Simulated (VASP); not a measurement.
# Zr6C5 in VASP: a series of runs, part 2 of 2

VASP 6.6.1. The steps go on from the part before.

**4. Single point, PBE**

This run uses another cell than the first one, of 22.24 Å³/atom, 1.455 times its volume.

INCAR reads:

```
  PREC = Accurate
  ENCUT = 340
  EDIFF = 1E-7
  ISMEAR = 1
  SIGMA = 0.1
  LREAL = F
  LASPH = T
  NELM = 120
  ALGO = Normal
  ISIF = 2
  LWAVE = F
  LCHARG = F
  LDIPOL = T
  IDIPOL = 3
  DIPOL = 0.5 0.5 0.500
  GGA = PE
  NBANDS = 65
  LVHAR = T
  LVACPOTAV = T
```

KPOINTS reads:

```
Automatic mesh
0
Gamma
  9 9 1
```

POSCAR reads:

```
Zr6C5
1.0
    3.3236988564      0.0000000000      0.0000000000
   -1.6618494282      2.8784076442      0.0000000000
    0.0000000000      0.0000000000     25.5689437615
Zr C
6 5
Direct
    0.3333333333      0.6666666667      0.2346596737
    0.0000000000      0.0000000000      0.3407958042
    0.6666666667      0.3333333333      0.4469319347
    0.3333333333      0.6666666667      0.5530680653
    0.0000000000      0.0000000000      0.6592041958
    0.6666666667      0.3333333333      0.7653403263
    0.6666666667      0.3333333333      0.2877277390
    0.3333333333      0.6666666667      0.3938638695
    0.0000000000      0.0000000000      0.5000000000
    0.6666666667      0.3333333333      0.6061361305
    0.3333333333      0.6666666667      0.7122722610
```

Potentials or basis: VASP PAW PBE potentials, release 64 (Zr_sv, C).

Command:

```sh
$ cat potpaw_PBE.64/Zr_sv/POTCAR potpaw_PBE.64/C/POTCAR > POTCAR
$ mpirun -np 1 vasp_std > vasp.out
```

OUTCAR:

```text
PREC = Accurate
   ENCUT = 340
   EDIFF = 1E-7
   ISMEAR = 1
   LREAL = F
   LASPH = T
   NELM = 120
   ISIF = 2
   GGA = PE

 Found     12 irreducible k-points:

 Following reciprocal coordinates:
            Coordinates               Weight
  0.000000  0.000000  0.000000      1.000000
  0.111111 -0.000000  0.000000      6.000000
  0.222222  0.000000  0.000000      6.000000
  0.333333 -0.000000  0.000000      6.000000
  0.444444  0.000000  0.000000      6.000000
  0.111111  0.111111  0.000000      6.000000
   k-points           NKPTS =     12   k-points in BZ     NKDIM =     12   number of bands    NBANDS=     65
   number of dos      NEDOS =    301   number of ions     NIONS =     11
   total plane-waves  NPLWV =  64000
   dimension x,y,z NGX =    20 NGY =   20 NGZ =  160
   dimension x,y,z NGXF=    40 NGYF=   40 NGZF=  320
   ions per type =               6   5
   NGX,Y,Z   is equivalent  to a cutoff of  10.00, 10.00, 10.40 a.u.
   NGXF,Y,Z  is equivalent  to a cutoff of  20.01, 20.01, 20.81 a.u.
 SYSTEM =  unknown system
   PREC   = accura    normal or accurate (medium, high low for compatibility)
   ISTART =      0    job   : 0-new  1-cont  2-samecut
   ICHARG =      2    charge: 1-file 2-atom 10-const
   ISPIN  =      1    spin polarized calculation?
   LNONCOLLINEAR =      F non collinear calculations
   LSORBIT =      F    spin-orbit coupling
   LASPH  =      T    aspherical Exc in radial PAW
   ENCUT  =  340.0 eV  24.99 Ry    5.00 a.u.   5.00  5.00 38.44*2*pi/ulx,y,z
   NELM   =    120;   NELMIN=  2; NELMDL= -5     # of ELM steps
   EDIFF  = 0.1E-06   stopping-criterion for ELM
   LREAL  =      F    real-space projection
   EDIFFG = 0.1E-05   stopping-criterion for IOM
   NSW    =      0    number of steps for IOM
   IBRION =     -1    ionic relax: 0-MD 1-quasi-New 2-CG
   NFREE  =      0    steps in history (QN), initial steepest desc. (CG)
   ISIF   =      2    stress and relaxation
   ISYM   =      2    0-nonsym 1-usesym 2-fastsym
   POTIM  = 0.5000    time-step for ionic-motion
   TEBEG  =    0.0;   TEEND  =   0.0 temperature during run
   PSTRESS=    0.0 pullay stress
   NELECT =      92.0000    total number of electrons
   NUPDOWN=      -1.0000    fix difference up-down
   EMIN   =  10.00;   EMAX   =-10.00  energy-range for DOS
[... 28 lines left out ...]

 Free energy of the ion-electron system (eV)
  ---------------------------------------------------
  ext. energy  EPLUGINS =         0.00000000
  ---------------------------------------------------
  free energy    TOTEN  =      -103.75597062 eV

  energy without entropy =     -103.75936750  energy(sigma->0) =     -103.75710291

 E-fermi :   4.5629     XC(G=0):  -8.3384

 val. band max:        4.5390867521   @ k =   0.0000   0.0000   0.0000
 cond. band min:       4.5694138547   @ k =   0.3333   0.1111   0.0000
 fundamental gap:      0.0303271026
 Fermi energy:         4.5629179807

 k-point     1 :       0.0000    0.0000    0.0000
  band No.  band energies     occupation
      1     -44.4851      2.00000
      2     -44.4850      2.00000
      3     -43.5702      2.00000
      4     -43.5658      2.00000
      5     -43.4992      2.00000
      6     -43.4528      2.00000
[... 355 lines left out ...]
     57       7.5911      0.00000
     58       7.9165      0.00000

 [... further k-points ...]

 [bands above 58 left out]

------------------------ aborting loop because EDIFF is reached ----------------------------------------

  FORCE on cell =-STRESS in cart. coord.  units (eV):
  Direction    XX          YY          ZZ          XY          YZ          ZX
  --------------------------------------------------------------------------------------
  -------------------------------------------------------------------------------------
  Total       -4.6762270     -4.6762270     -8.1281947      0.0000000     -0.0000000      0.0000000
  in kB      -30.6280546    -30.6280546    -53.2375333      0.0000000     -0.0000000      0.0000000
  external PRESSURE =     -38.1645475 kB  Pullay stress =       0.0000000 kB

 VOLUME and BASIS-vectors are now :
 -----------------------------------------------------------------------------
  energy-cutoff  :      340.00
  volume of cell :      244.62
      direct lattice vectors                 reciprocal lattice vectors
     3.323698856  0.000000000  0.000000000     0.300869616  0.173707154  0.000000000
    -1.661849428  2.878407644  0.000000000     0.000000000  0.347414308  0.000000000
     0.000000000  0.000000000 25.568943762     0.000000000  0.000000000  0.039109946

 POSITION                                       TOTAL-FORCE (eV/Angst)
 -----------------------------------------------------------------------------------
     -0.00000      1.91894      6.00000         0.000000     -0.000000      1.550861
      0.00000      0.00000      8.71379         0.000000      0.000000      0.433694
      1.66185      0.95947     11.42758        -0.000000      0.000000     -0.016629
     -0.00000      1.91894     14.14137         0.000000     -0.000000      0.016629
      0.00000      0.00000     16.85516         0.000000      0.000000     -0.433694
      1.66185      0.95947     19.56894        -0.000000      0.000000     -1.550861
      1.66185      0.95947      7.35689         0.000000      0.000000     -1.737180
     -0.00000      1.91894     10.07068         0.000000      0.000000     -0.189905
      0.00000      0.00000     12.78447         0.000000      0.000000     -0.000000
      1.66185      0.95947     15.49826        -0.000000      0.000000      0.189905
     -0.00000      1.91894     18.21205        -0.000000      0.000000      1.737180
 -----------------------------------------------------------------------------------
    total drift:                               -0.000000      0.000000     -0.000000

  FREE ENERGIE OF THE ION-ELECTRON SYSTEM (eV)
  ---------------------------------------------------
  free  energy   TOTEN  =      -103.7559706193 eV

  energy  without entropy=     -103.7593674991  energy(sigma->0) =     -103.75710291

 vacuum level on the upper side and lower side of the slab         8.937         8.937
```

OSZICAR:

```text
N       E                     dE             d eps       ncg     rms          rms(c)
DAV:   1     0.702226139309E+03    0.70223E+03   -0.39289E+04  1728   0.999E+02
DAV:   2    -0.515583037453E+02   -0.75378E+03   -0.72175E+03  1837   0.344E+02
DAV:   3    -0.119957357333E+03   -0.68399E+02   -0.67578E+02  2368   0.795E+01
[... 18 lines left out ...]
DAV:  22    -0.103755937369E+03   -0.70940E-04   -0.14422E-04  1879   0.299E-02    0.477E-03
DAV:  23    -0.103755966539E+03   -0.29170E-04   -0.14168E-05  1944   0.888E-03    0.434E-03
DAV:  24    -0.103755969797E+03   -0.32579E-05   -0.47899E-06  1814   0.643E-03    0.228E-03
DAV:  25    -0.103755970559E+03   -0.76205E-06   -0.95790E-07  1712   0.297E-03    0.221E-03
DAV:  26    -0.103755970619E+03   -0.60088E-07   -0.18457E-07  1368   0.120E-03
   1 F= -.10375597E+03 E0= -.10375710E+03  d E =0.339688E-02
```

stdout:

```text
POSCAR found type information on POSCAR ZrC
 POSCAR found :  2 types and      11 ions
 scaLAPACK will be used
 LDA part: xc-table for (Slater+PW92), standard interpolation
 POSCAR, INCAR and KPOINTS ok, starting setup
 FFT: planning ... GRIDC
 FFT: planning ... GRID_SOFT
 FFT: planning ... GRID
 WAVECAR not read
 entering main loop
 -----------------------------------------------------------------------------
|                                                                             |
|           W    W    AA    RRRRR   N    N  II  N    N   GGGG   !!!           |
|           W    W   A  A   R    R  NN   N  II  NN   N  G    G  !!!           |
|           W    W  A    A  R    R  N N  N  II  N N  N  G       !!!           |
|           W WW W  AAAAAA  RRRRR   N  N N  II  N  N N  G  GGG   !            |
|           WW  WW  A    A  R   R   N   NN  II  N   NN  G    G                |
|           W    W  A    A  R    R  N    N  II  N    N   GGGG   !!!           |
|                                                                             |
|     Did not find any points to average over, which means that no vacuum     |
|     field-free region was found. Please increase the size of  your cell     |
|     in the dimension of the dipole correction to obtain accurate            |
|     workfunction values.                                                    |
|                                                                             |
 -----------------------------------------------------------------------------
```

Wall time 4.6 min (1 thread of AMD EPYC 7R43 (Zen 3), shared host); peak memory 0.25 GiB.

The run converged, but a check on its numbers failed (symmetry, net force, bounds or a known fault of this set-up), so they aren't taken as properties of the slab.

Caveat: the cutoff lies under the usual one of these potentials, so the numbers hold a large basis-set error.

**5. Single point, PBE**

This run uses another cell than the first one, of 22.24 Å³/atom, 1.455 times its volume.

Changes to INCAR since step 4:

```diff
@@ -1,3 +1,3 @@
   PREC = Accurate
-  ENCUT = 340
+  ENCUT = 400
   EDIFF = 1E-7
```

KPOINTS is that of step 4.

POSCAR is that of step 4.

Potentials or basis: VASP PAW PBE potentials, release 64 (Zr_sv, C).

Command:

```sh
$ cat potpaw_PBE.64/Zr_sv/POTCAR potpaw_PBE.64/C/POTCAR > POTCAR
$ mpirun -np 1 vasp_std > vasp.out
```

OUTCAR:

```text
PREC = Accurate
   ENCUT = 400
   EDIFF = 1E-7
   ISMEAR = 1
   LREAL = F
   LASPH = T
   NELM = 120
   ISIF = 2
   GGA = PE

 Found     12 irreducible k-points:

 Following reciprocal coordinates:
            Coordinates               Weight
  0.000000  0.000000  0.000000      1.000000
  0.111111 -0.000000  0.000000      6.000000
  0.222222  0.000000  0.000000      6.000000
  0.333333 -0.000000  0.000000      6.000000
  0.444444  0.000000  0.000000      6.000000
  0.111111  0.111111  0.000000      6.000000
[... 457 lines left out ...]
 VOLUME and BASIS-vectors are now :
 -----------------------------------------------------------------------------
  energy-cutoff  :      400.00
  volume of cell :      244.62
      direct lattice vectors                 reciprocal lattice vectors
     3.323698856  0.000000000  0.000000000     0.300869616  0.173707154  0.000000000
    -1.661849428  2.878407644  0.000000000     0.000000000  0.347414308  0.000000000
     0.000000000  0.000000000 25.568943762     0.000000000  0.000000000  0.039109946

 POSITION                                       TOTAL-FORCE (eV/Angst)
 -----------------------------------------------------------------------------------
     -0.00000      1.91894      6.00000         0.000000      0.000000      1.571544
      0.00000      0.00000      8.71379         0.000000     -0.000000      0.439217
      1.66185      0.95947     11.42758         0.000000      0.000000     -0.014809
     -0.00000      1.91894     14.14137        -0.000000      0.000000      0.014809
      0.00000      0.00000     16.85516        -0.000000     -0.000000     -0.439217
      1.66185      0.95947     19.56894        -0.000000     -0.000000     -1.571544
      1.66185      0.95947      7.35689         0.000000     -0.000000     -1.739890
     -0.00000      1.91894     10.07068         0.000000      0.000000     -0.193742
      0.00000      0.00000     12.78447        -0.000000      0.000000      0.000000
      1.66185      0.95947     15.49826        -0.000000     -0.000000      0.193742
     -0.00000      1.91894     18.21205        -0.000000      0.000000      1.739890
 -----------------------------------------------------------------------------------
    total drift:                                0.000000     -0.000000      0.000000

  FREE ENERGIE OF THE ION-ELECTRON SYSTEM (eV)
  ---------------------------------------------------
  free  energy   TOTEN  =      -103.7826102888 eV

  energy  without entropy=     -103.7859970760  energy(sigma->0) =     -103.78373922

 vacuum level on the upper side and lower side of the slab         8.931         8.931
```

It took 6.7 min on 1 thread of AMD EPYC 7R43 (Zen 3), shared host; peak memory 0.3 GiB.

The run converged, but some of its settings lie outside the range that counts as converged, so its numbers aren't taken as properties of the slab.

Results:

- Free energy: -103.7826 eV
- Largest force: 1.740 eV/Å
- Band gap on the k mesh: none (metal or under the smearing width)
- Work function of the upper face: 4.37 eV
- Work function of the lower face: 4.37 eV

Caveat: the cutoff is under 1.25 times the usual one of these potentials, so pressure, stress and relaxed cells hold a basis-set (Pulay) error.
